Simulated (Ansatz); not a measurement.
# Si2W: the cost of one run

Computed with Ansatz 0.2.0 (DFT PBE, scalar-relativistic, plane waves, PAW, unless a step's input says otherwise).

2 further runs of the same task are left out: 2 set aside as unsound or not needed.

### Step 1. The system as given

Symmetry: P4/mmm, No. 123, tetragonal system. Conventional cell: a = 3.229 Å, b = 3.229 Å, c = 25.470 Å, α = 90.00°, β = 90.00°, γ = 90.00°. Si (site symmetry 4mm) is surrounded by 1 Si at 2.55 Å and 4 W at 2.61 Å. W (site symmetry 4mm) is surrounded by 9 Si at 2.59 to 2.62 Å. Si (site symmetry 4mm) has 5 Si at 2.55 to 2.63 Å and 5 W at 2.62 Å as nearest neighbours. Around Si (site symmetry 4mm) lie 5 W at 2.59 to 2.64 Å and 5 Si at 2.63 Å. W (site symmetry 4/mmm) has 10 Si at 2.62 to 2.64 Å as nearest neighbours.

Coordinates:

```cif
data_structure
_symmetry_space_group_name_H-M 'P 1'
_symmetry_Int_Tables_number 1
_cell_length_a 3.2290
_cell_length_b 3.2290
_cell_length_c 25.4696
_cell_angle_alpha 90.000
_cell_angle_beta 90.000
_cell_angle_gamma 90.000
_cell_volume 265.56
loop_
_atom_site_label
_atom_site_type_symbol
_atom_site_fract_x
_atom_site_fract_y
_atom_site_fract_z
_atom_site_occupancy
Si1 Si 0.00000 0.00000 0.29703 1
W1 W 0.50000 0.50000 0.34665 1
Si2 Si 0.00000 0.00000 0.39697 1
Si3 Si 0.50000 0.50000 0.44828 1
W2 W 0.00000 0.00000 0.50000 1
Si4 Si 0.50000 0.50000 0.55172 1
Si5 Si 0.00000 0.00000 0.60303 1
W3 W 0.50000 0.50000 0.65335 1
Si6 Si 0.00000 0.00000 0.70297 1
```

Planes are indexed in the bulk's conventional cell (I4/mmm (No. 139)), a = 3.229 Å, b = 3.229 Å, c = 7.867 Å, α = 90.00°, β = 90.00°, γ = 90.00°.

As cut, it was a (001) slab, 10.5 Å thick as cut, with 15 Å of vacuum; its outer planes are Si (top) and Si (bottom); it was relaxed in an earlier run.

### Step 2. Bands of the relaxed slab

The cell repeats along c, and a dipole correction in the vacuum removes the field between the copies.

Contents of input.yaml:

```yaml
crystal:
  lattice:
    - [3.2289953312, 0.0, 0.0]
    - [0.0, 3.2289953312, 0.0]
    - [0.0, 0.0, 25.4695778065]
  atoms:
    - { symbol: Si, position: [0.0, 0.0, 0.2970311523] }
    - { symbol: W, position: [0.5, 0.5, 0.3466524786] }
    - { symbol: Si, position: [0.0, 0.0, 0.3969731285] }
    - { symbol: Si, position: [0.5, 0.5, 0.4482847053] }
    - { symbol: W, position: [0.0, 0.0, 0.4999999977] }
    - { symbol: Si, position: [0.5, 0.5, 0.5517152961] }
    - { symbol: Si, position: [0.0, 0.0, 0.6030268735] }
    - { symbol: W, position: [0.5, 0.5, 0.6533475209] }
    - { symbol: Si, position: [0.0, 0.0, 0.7029688471] }
basis:
  ecutwfc: 420
kpoints:
  mp_grid: { grid: [11, 11, 1] }
  band_path:
    path: [[0.5, 0, 0], [0, 0, 0], [0.5, 0.5, 0], [0.5, 0, 0]]
    npoints: 12
hamiltonian:
  xc: pbe
scf:
  occupations: { method: gaussian, width: 0.1 }
  n_extra_bands: 24
output:
  forces: true
  eigenvalues: true
  populations: true
  fatbands: true
  write_density: true
  write_potential: true
  elf: true
  volumetric_format: npy
efield:
  axis: 3
  dipole_correction: true
  ramp_width: 0.04
```

Started as:

```console
> ansatz run input.yaml --threads 2 --pin off --max-ram 5632MiB --backend cpu --events-out ev --progress --plain --runs-dir out
```

**Question.** How long does this run take on 2 threads of Arm Neoverse V2, shared host, and how much memory does it need?

About 54 s, with a peak of 0.75 GiB.
